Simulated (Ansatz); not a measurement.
# How far is this Be₂Se from the hull?

Level of theory: DFT PBE, scalar-relativistic, plane waves, PAW in Ansatz 0.2.0. Settings: cutoff 420 eV, Γ-centred meshes spaced at most about 0.3 Å⁻¹, and about 0.25 Å⁻¹ or finer for metals (2π included), Gaussian smearing. No spin polarisation.

Energies over the elements count from the elements' standard structures at the same level, with no fitted energy shifts.

Temperature and zero-point effects are left out. The reference form of Se is held partly by dispersion forces, which this level lacks.

The competitors are the elements and 1 reference phase of this chemical system (from databases or known types: BeSe), relaxed at the same level; other known phases may be missing.

The candidate was reached from: TbHg2 type (P-3m1).

```cif
data_structure
_symmetry_space_group_name_H-M 'P-3m1'
_symmetry_Int_Tables_number 164
_cell_length_a 3.3493
_cell_length_b 3.3493
_cell_length_c 4.3145
_cell_angle_alpha 90.000
_cell_angle_beta 90.000
_cell_angle_gamma 120.000
_cell_volume 41.91
loop_
_atom_site_label
_atom_site_type_symbol
_atom_site_symmetry_multiplicity
_atom_site_Wyckoff_symbol
_atom_site_fract_x
_atom_site_fract_y
_atom_site_fract_z
_atom_site_occupancy
Be1 Be 2 d 0.33333 0.66667 0.68823 1
Se1 Se 1 a 0.00000 0.00000 0.00000 1
```

Q: Where does it stand against these competitors?

A: Not stable. Its formation energy is 0.302 eV/atom. The lowest competing mixture at this composition is this:

```tsv
phase	space group	source	share of atoms	ΔE_f (eV/atom)
Be	-	element	0.3333	0.000
BeSe	F-43m (No. 216)	COD	0.6667	-0.797
```

The mixture lies at -0.531 eV/atom, and the candidate lies 0.83 eV/atom above it. The candidate matches no cell in the subsets of the Crystallography Open Database and the Materials Project at hand. The margin is far too high for a likely synthesis. Shaken at random and relaxed again it fell by 0.42 eV/atom, so it probably isn't a firm minimum. It has the anti-cadmium iodide type.
